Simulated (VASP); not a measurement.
# BaS (strained rocksalt): one PBE single-point calculation in two programs

```
Ba S
1.0
    -0.01071    3.20109    3.20109
     3.20109   -0.01071    3.20109
     3.20109    3.20109   -0.01071
Ba S
1 1
Direct
  0.00000 0.00000 0.00000
  0.50000 0.50000 0.50000
```

Each program uses its own PAW datasets. VASP's cell holds 16 valence electrons and Ansatz's 16. Ansatz's stress includes a Pulay correction; VASP's doesn't.

Cutoffs: 520 eV in VASP, 420 eV in Ansatz. k meshes: 8×8×8 and 8×8×8.

```csv
,VASP,Ansatz
gap between bands v and c,2.12 eV,2.22 eV
least direct gap,2.27 eV,2.33 eV
pressure,0.9 GPa,0.3 GPa
```

Band v is the last that the valence electrons fill when counted band by band, and c is the next. Levels in eV from the top of v, Ansatz:

| point | v−1 | v | c | c+1 |
| --- | --- | --- | --- | --- |
| Γ | -0.01 | 0.00 | 3.62 | 3.94 |
| X | -0.12 | -0.12 | 2.22 | 5.98 |
| K | -0.56 | -0.48 | 3.34 | 5.87 |
| L | -1.01 | -1.01 | 5.51 | 5.60 |
| W | -0.44 | -0.44 | 4.28 | 4.28 |

VASP:

| point | v−1 | v | c | c+1 |
| --- | --- | --- | --- | --- |
| Γ | -0.01 | 0.00 | 3.53 | 3.85 |
| X | -0.16 | -0.15 | 2.12 | 5.90 |
| K | -0.62 | -0.56 | 3.29 | 5.91 |
| L | -1.08 | -1.08 | 5.50 | 5.65 |
| W | -0.51 | -0.50 | 4.27 | 4.27 |
